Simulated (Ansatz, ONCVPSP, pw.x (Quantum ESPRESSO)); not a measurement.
## pw.x on fcc Cl: one setting changed

Potential: optimised norm-conserving Vanderbilt (ONCV), ONCVPSP 4.0.1.1 (patched build), PBE; core [Ne], reference 3s2 3p5; waves: 3s: rc 1.30 bohr, ncon 5, nbas 10, qcut 6.2 1/bohr, 2 projectors, debl 2 Ha; 3p: rc 1.30 bohr, ncon 4, nbas 8, qcut 6.9 1/bohr, 2 projectors, debl 1.1 Ha; d scattering state at 0.38 Ha: rc 1.25 bohr, ncon 4, nbas 8, qcut 7.5 1/bohr, 3 projectors, debl 3.7 Ha; local part: polynomial inside 1.10 bohr (lpopt 5, dvloc0 0 Ha); core correction: polynomial model core, fcfact 0.2.

The reference run (k-mesh 13³, cutoffs 50/200 Ry, Fermi–Dirac 0.01 Ry, mixing_beta 0.4, conv_thr 1e-9, no spin) gives -0.03 GPa at 21.767 Å³/atom, where all-electron LAPW gives -0.06 GPa. This run, with its own iteration cap, changes k-mesh points per axis to 1, a wrong or extreme entry chosen on purpose.

```
&control
  calculation='scf', prefix='x', pseudo_dir='./', outdir='./tmp', tstress=.true., disk_io='none'
/
&system
  ibrav=0, nat=1, ntyp=1, ecutwfc=50, ecutrho=200, nbnd=11,
  occupations='smearing', smearing='fd', degauss=0.01
/
&electrons
  conv_thr=1e-09, mixing_beta=0.4, electron_maxstep=70
/
ATOMIC_SPECIES
Cl 1.0 Cl.UPF
CELL_PARAMETERS angstrom
  0.00000000 2.21610089 2.21610089
  2.21610089 0.00000000 2.21610089
  2.21610089 2.21610089 0.00000000
ATOMIC_POSITIONS crystal
Cl 0.0000 0.0000 0.0000
K_POINTS automatic
1 1 1 0 0 0
```

```bash
pw.x < Cl.scf.in > Cl.scf.out
```

Task: How does the run end?

Result: It converges in 7 iterations; the free energy moves by +9.67 eV/atom and the pressure by +111.30 GPa. The result is not a property of the crystal.

```
Message from routine setup:
     using ibrav=0 with symmetry is DISCOURAGED, use correct ibrav instead
     lattice parameter (alat)  =       5.9225  a.u.
     unit-cell volume          =     146.8910 (a.u.)^3
     number of electrons       =         7.00
     number of Kohn-Sham states=           11
     kinetic-energy cutoff     =      50.0000  Ry
     charge density cutoff     =     200.0000  Ry
     scf convergence threshold =      1.0E-09
     Exchange-correlation= PBE
     number of k points=     1  Fermi-Dirac smearing, width (Ry)=  0.0100
     iteration #  1     ecut=    50.00 Ry     beta= 0.40
     total energy              =     -32.84872684 Ry
     estimated scf accuracy    <       0.09636174 Ry
     iteration #  2     ecut=    50.00 Ry     beta= 0.40
     total energy              =     -32.84840302 Ry
     estimated scf accuracy    <       0.01809130 Ry
     iteration #  3     ecut=    50.00 Ry     beta= 0.40
     total energy              =     -32.85130204 Ry
     estimated scf accuracy    <       0.00051216 Ry
     iteration #  4     ecut=    50.00 Ry     beta= 0.40
     total energy              =     -32.85132506 Ry
     estimated scf accuracy    <       0.00000339 Ry
     iteration #  5     ecut=    50.00 Ry     beta= 0.40
     total energy              =     -32.85132596 Ry
     estimated scf accuracy    <       0.00000018 Ry
     iteration #  6     ecut=    50.00 Ry     beta= 0.40
     total energy              =     -32.85132599 Ry
     estimated scf accuracy    <       0.00000001 Ry
     iteration #  7     ecut=    50.00 Ry     beta= 0.40
     the Fermi energy is     5.4603 ev
!    total energy              =     -32.85132599 Ry
     estimated scf accuracy    <          1.5E-10 Ry
     smearing contrib. (-TS)   =      -0.02703367 Ry
     The total energy is F=E-TS. E is the sum of the following terms:
     one-electron contribution =      -0.44882882 Ry
     hartree contribution      =       4.47399492 Ry
     xc contribution           =     -10.02666743 Ry
     ewald contribution        =     -26.82279099 Ry
     convergence has been achieved in   7 iterations
          total   stress  (Ry/bohr**3)                   (kbar)     P=     1112.63
     Message from routine punch:
     Nothing written, as per user request (disk_io='none')
```

The run took about 0.6 s on one core of a shared host (Neoverse-N1, 64 threads, 124 GiB, load 60).
